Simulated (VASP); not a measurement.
# HfC (Fm-3m) in VASP: settings compared, part 3 of 3

VASP 6.6.1. Earlier steps stand in the parts before.

### Step 5. Electron localisation function, r2SCAN+D3(BJ)

Contents of INCAR:

```
PREC = Normal
ENCUT = 520
EDIFF = 1E-7
ISMEAR = 0
SIGMA = 0.05
LREAL = False
LASPH = True
NELM = 60
ALGO = Normal
ISIF = 2
LWAVE = False
LCHARG = True
METAGGA = R2SCAN
LMIXTAU = True
IVDW = 12
VDW_S6 = 1.0
VDW_S8 = 0.78981345
VDW_A1 = 0.49484001
VDW_A2 = 5.73083694
LELF = True
AMIX = 0.2
BMIX = 1E-4
AMIX_MAG = 0.8
BMIX_MAG = 1E-4
```

Contents of KPOINTS:

```
regular mesh
0
Gamma
  10 10 10
```

Contents of POSCAR:

```
HfC
1.0
    0.0000000000      2.3250000000      2.3250000000
    2.3250000000      0.0000000000      2.3250000000
    2.3250000000      2.3250000000      0.0000000000
Hf C
1 1
Direct
    0.5000000000      0.5000000000      0.5000000000
    0.0000000000      0.0000000000      0.0000000000
```

Potentials or basis: VASP PAW PBE potentials, release 64 (Hf_pv, C).

Started as:

```sh
$ cat potpaw_PBE.64/Hf_pv/POTCAR potpaw_PBE.64/C/POTCAR > POTCAR
$ mpirun -np 1 vasp_std > vasp.out
```

OUTCAR:

```text
PREC = Normal
   ENCUT = 520
   EDIFF = 1E-7
   ISMEAR = 0
   LREAL = False
   LASPH = True
   NELM = 60
   ISIF = 2
   METAGGA = R2SCAN
   IVDW = 12
   AMIX = 0.2
   AMIX_MAG = 0.8
 IVDW          = 12

 ion  position               nearest neighbor table
   1  0.500  0.500  0.500-   2 2.33   2 2.33   2 2.33   2 2.33   2 2.33   2 2.33
   2  0.000  0.000  0.000-   1 2.33   1 2.33   1 2.33   1 2.33   1 2.33   1 2.33

  LATTYP: Found a face centered cubic cell.
 ALAT       =     4.6500000000

  Lattice vectors:

 A1 = (   0.0000000000,   2.3250000000,   2.3250000000)
 A2 = (   2.3250000000,   0.0000000000,   2.3250000000)
 A3 = (   2.3250000000,   2.3250000000,   0.0000000000)

Analysis of symmetry for initial positions (statically):
=====================================================================
 Subroutine PRICEL returns:
 Original cell was already a primitive cell.

 Routine SETGRP: Setting up the symmetry group for a
 face centered cubic supercell.

 Subroutine GETGRP returns: Found 48 space group operations
 (whereof 48 operations were pure point group operations)
 out of a pool of 48 trial point group operations.

The static configuration has the point symmetry O_h .

Analysis of symmetry for dynamics (positions and initial velocities):
=====================================================================
 Subroutine PRICEL returns:
 Original cell was already a primitive cell.

 Routine SETGRP: Setting up the symmetry group for a
 face centered cubic supercell.

 Subroutine GETGRP returns: Found 48 space group operations
 (whereof 48 operations were pure point group operations)
 out of a pool of 48 trial point group operations.

The dynamic configuration has the point symmetry O_h .

 Subroutine INISYM returns: Found 48 space group operations
 (whereof 48 operations are pure point group operations),
 and found     1 'primitive' translations

----------------------------------------------------------------------------------------

                                     Primitive cell

  volume of cell :      25.1362

  direct lattice vectors                    reciprocal lattice vectors
     0.000000000  2.325000000  2.325000000    -0.215053763  0.215053763  0.215053763
     2.325000000  0.000000000  2.325000000     0.215053763 -0.215053763  0.215053763
     2.325000000  2.325000000  0.000000000     0.215053763  0.215053763 -0.215053763

  length of vectors
     3.288046533  3.288046533  3.288046533     0.372484045  0.372484045  0.372484045

  position of ions in fractional coordinates (direct lattice)
     0.500000000  0.500000000  0.500000000
     0.000000000  0.000000000  0.000000000

  ion indices of the primitive-cell ions
   primitive index   ion index
                 1           1
                 2           2

----------------------------------------------------------------------------------------

 KPOINTS: regular mesh

Automatic generation of k-mesh.
 Grid dimensions read from file:
 generate k-points for:   10   10   10

 Generating k-lattice:

  Cartesian coordinates                     Fractional coordinates (reciprocal lattice)
    -0.021505376  0.021505376  0.021505376     0.100000000  0.000000000  0.000000000
     0.021505376 -0.021505376  0.021505376     0.000000000  0.100000000  0.000000000
     0.021505376  0.021505376 -0.021505376     0.000000000  0.000000000  0.100000000

  Length of vectors
[... 61 lines left out ...]
   total plane-waves  NPLWV =   5832
   dimension x,y,z NGX =    18 NGY =   18 NGZ =   18
   dimension x,y,z NGXF=    36 NGYF=   36 NGZF=   36
   ions per type =               1   1
   NGX,Y,Z   is equivalent  to a cutoff of   9.10,  9.10,  9.10 a.u.
   NGXF,Y,Z  is equivalent  to a cutoff of  18.20, 18.20, 18.20 a.u.
 SYSTEM =  unknown system
   PREC   = normal    normal or accurate (medium, high low for compatibility)
   ISTART =      0    job   : 0-new  1-cont  2-samecut
   ICHARG =      2    charge: 1-file 2-atom 10-const
   ISPIN  =      1    spin polarized calculation?
   LNONCOLLINEAR =      F non collinear calculations
   LSORBIT =      F    spin-orbit coupling
   LASPH  =      T    aspherical Exc in radial PAW
   ENCUT  =  520.0 eV  38.22 Ry    6.18 a.u.   6.11  6.11  6.11*2*pi/ulx,y,z
   NELM   =     60;   NELMIN=  2; NELMDL= -5     # of ELM steps
   EDIFF  = 0.1E-06   stopping-criterion for ELM
   LREAL  =      F    real-space projection
   EDIFFG = 0.1E-05   stopping-criterion for IOM
   NSW    =      0    number of steps for IOM
   IBRION =     -1    ionic relax: 0-MD 1-quasi-New 2-CG
   NFREE  =      0    steps in history (QN), initial steepest desc. (CG)
   ISIF   =      2    stress and relaxation
   ISYM   =      2    0-nonsym 1-usesym 2-fastsym
   POTIM  = 0.5000    time-step for ionic-motion
   TEBEG  =    0.0;   TEEND  =   0.0 temperature during run
   PSTRESS=    0.0 pullay stress
   NELECT =      14.0000    total number of electrons
   NUPDOWN=      -1.0000    fix difference up-down
   EMIN   =  10.00;   EMAX   =-10.00  energy-range for DOS
   EFERMI =   0.00;   METHOD = LEGACY
   ISMEAR =     0;   SIGMA  =   0.05  broadening in eV -4-tet -1-fermi 0-gaus
   EFERMI_NEDOS =   21; number of points for ismear=-14 and -15
   IALGO  =     38    algorithm
   IMIX   =      4    mixing-type and parameters
     AMIX     =   0.20;   BMIX     =  0.00
     AMIX_MAG =   0.80;   BMIX_MAG =  0.00
  volume/ion in A,a.u.               =      12.57        84.81
  Fermi-wavevector in a.u.,A,eV,Ry     =   1.346949  2.545365 24.684672  1.814272
  Thomas-Fermi vector in A             =   2.474740
   LORBIT       =      0    0 simple, 1 ext, 2 COOP (PROOUT), +10 PAW based schemes
   METAGGA = R2SCAN    functional components
   LHFCALC =     F    Hartree Fock is set to
   AEXX    =    0.0000 exact exchange contribution
   IVDW    =    12    specifies the selected vdW correction
   LEPSILON=     F    determine dielectric tensor
   LRPA    =     F    only Hartree local field effects (RPA)
 non-spin polarized calculation
 Gauss-broadening in eV      SIGMA  =   0.05
  energy-cutoff  :      520.00
  volume of cell :       25.14
 maximum number of plane-waves:       700
   NGX = 13   NGY = 13   NGZ = 13

 number of electron      13.9999996 magnetization

 Free energy of the ion-electron system (eV)
  ---------------------------------------------------
  ext. energy  EPLUGINS =         0.00000000
  ---------------------------------------------------
  free energy    TOTEN  =       -57.33846471 eV

  energy without entropy =      -57.33842868  energy(sigma->0) =      -57.33844669

 E-fermi :   5.9860     XC(G=0): -13.1012

 val. band max:        5.8960039134   @ k =   0.1000   0.0000   0.0000
 cond. band min:       6.0770557443   @ k =   0.1000   0.1000   0.0000
 fundamental gap:      0.1810518309
 Fermi energy:         5.9859823652

 k-point     1 :       0.0000    0.0000    0.0000
  band No.  band energies     occupation
      1     -24.8612      2.00000
      2     -24.8612      2.00000
      3     -24.8612      2.00000
      4      -7.1358      2.00000
      5       6.9055      0.00000
      6       6.9055      0.00000
      7       6.9055      0.00000
      8       7.5281      0.00000
      9       7.5281      0.00000
     10       7.5281      0.00000
     11       9.4345      0.00000
[... 533 lines left out ...]
 k-point    40 :      -0.2000    0.3000    0.1000
  band No.  band energies     occupation
      1     -25.3509      2.00000
      2     -25.1248      2.00000
      3     -24.9540      2.00000
      4      -4.4169      2.00000
      5       1.1780      2.00000
      6       3.3044      2.00000
      7       3.3759      2.00000
      8       9.0434      0.00000
      9      11.7059      0.00000
     10      11.7269      0.00000
     11      12.7587      0.00000

 [... further k-points ...]

------------------------ aborting loop because EDIFF is reached ----------------------------------------

 Edisp (eV)   -0.33938

 E8    (eV) :    -0.1307

  FORCE on cell =-STRESS in cart. coord.  units (eV):
  Direction    XX          YY          ZZ          XY          YZ          ZX
  --------------------------------------------------------------------------------------
  -------------------------------------------------------------------------------------
  Total      -0.73373    -0.73373    -0.73373    -0.00000    -0.00000     0.00000
  in kB     -46.76784   -46.76784   -46.76784    -0.00000    -0.00000     0.00000
  external pressure =      -46.77 kB  Pullay stress =        0.00 kB

 VOLUME and BASIS-vectors are now :
 -----------------------------------------------------------------------------
  energy-cutoff  :      520.00
  volume of cell :       25.14
      direct lattice vectors                 reciprocal lattice vectors
     0.000000000  2.325000000  2.325000000    -0.215053763  0.215053763  0.215053763
     2.325000000  0.000000000  2.325000000     0.215053763 -0.215053763  0.215053763
     2.325000000  2.325000000  0.000000000     0.215053763  0.215053763 -0.215053763

 POSITION                                       TOTAL-FORCE (eV/Angst)
 -----------------------------------------------------------------------------------
      2.32500      2.32500      2.32500         0.000000     -0.000000     -0.000000
      0.00000      0.00000      0.00000        -0.000000      0.000000      0.000000
 -----------------------------------------------------------------------------------
    total drift:                               -0.000000     -0.000000     -0.000000

  FREE ENERGIE OF THE ION-ELECTRON SYSTEM (eV)
  ---------------------------------------------------
  free  energy   TOTEN  =       -57.6778489058 eV

  energy  without entropy=      -57.6778128753  energy(sigma->0) =      -57.67783089
```

stdout:

```text
POSCAR found type information on POSCAR HfC
 POSCAR found :  2 types and       2 ions
 scaLAPACK will be used
 -----------------------------------------------------------------------------
|                                                                             |
|                                                                             |
|     You enforced a specific xc type in the INCAR file but a different       |
|     I HOPE YOU KNOW WHAT YOU ARE DOING!                                     |
|                                                                             |
 -----------------------------------------------------------------------------

 LDA part: xc-table for (None), standard interpolation
 POSCAR, INCAR and KPOINTS ok, starting setup
 FFT: planning ... GRIDC
 FFT: planning ... GRID_SOFT
 FFT: planning ... GRID
 WAVECAR not read
 entering main loop
```

Wall time 33 s (1 thread of Intel Xeon Platinum 8488C (Sapphire Rapids), shared host); peak memory 0.14 GiB.

Results:

| Quantity | Value |
| --- | --- |
| Free energy | -57.6778 eV |
| Pressure | -4.7 GPa |
| Band gap on the k mesh | none (metal or under the smearing width) |
| Dispersion energy per atom | -0.170 eV |

Levels at points of the mesh, in eV from the Fermi level:
```tsv
k point	band 4	band 5	band 6	band 7	band 8	band 9	band 10	band 11
(0.00, 0.00, 0.00)	-13.12	0.92	0.92	0.92	1.54	1.54	1.54	3.45
(0.50, 0.00, 0.00)	-9.38	-6.41	-3.24	-3.24	5.56	5.56	6.11	6.89
(0.50, 0.50, 0.00)	-11.24	-2.90	-1.71	-0.26	-0.26	5.37	6.97	6.97
```

Caveat: the PAW data sets were made with another functional, which shifts forces and pressure a little; pairwise dispersion overbinds metals, which lowers pressure and volume. The run has no spin-orbit coupling, so splittings on Hf are missing.

### Step 6. The reference run

An earlier run on the cell as given: functional PBE; potentials or basis VASP PAW PBE potentials, release 64 (Hf_pv, C); cutoff 520 eV; k mesh 10 × 10 × 10; occupations fermi-dirac, width 0.05 eV; no spin polarisation.

* Pressure: -0.4 GPa
* Band gap on the k mesh: none (metal or under the smearing width)

### Step 7. Summary

| task | level | potentials or basis | U | cell | k mesh | cutoff (eV) | smearing | LDAUTYPE | hund's J | k-point spacing | optimiser | other keys | gap on the mesh (eV) | pressure (GPa) |
| --- | --- | --- | --- | --- | --- | --- | --- | --- | --- | --- | --- | --- | --- | --- |
| relaxation of cell and atoms | PBEsol+U | VASP PAW PBE potentials, release 64 (Hf_pv, C_h) | Hf d U = 3 eV, J = 0.5 eV | relaxed | - | 980 | tetrahedron | 1 | 0.5 | 0.2 | BFGS | KSPACING = 0.2 | none | -0.1 |
| single point | RPBE | VASP PAW PBE potentials, release 64 (Hf_pv, C) | - | as given | 10 × 10 × 10 | 520 | gaussian 0.1 eV | - | - | - | - | - | none | 3.5 |
| electron localisation function | r2SCAN+D3(BJ) | VASP PAW PBE potentials, release 64 (Hf_pv, C) | - | as given | 10 × 10 × 10 | 520 | gaussian 0.05 eV | - | - | - | - | AMIX = 0.2; BMIX = 0.0001; AMIX_MAG = 0.8; BMIX_MAG = 0.0001; … | none | -4.7 |
| single point | PBE | VASP PAW PBE potentials, release 64 (Hf_pv, C) | - | as given | 10 × 10 × 10 | 520 | fermi-dirac 0.05 eV | - | - | - | - | - | none | -0.4 |

Alike in all rows: no spin polarisation.

Caveats: the PAW data sets were made with another functional, which shifts forces and pressure a little (some runs); U without spin polarisation on a metal has little footing (some runs); the U is typed as a test and isn't derived for this compound (some runs); pairwise dispersion overbinds metals, which lowers pressure and volume (some runs).

Absolute energies hang on the potentials; compare differences alone.
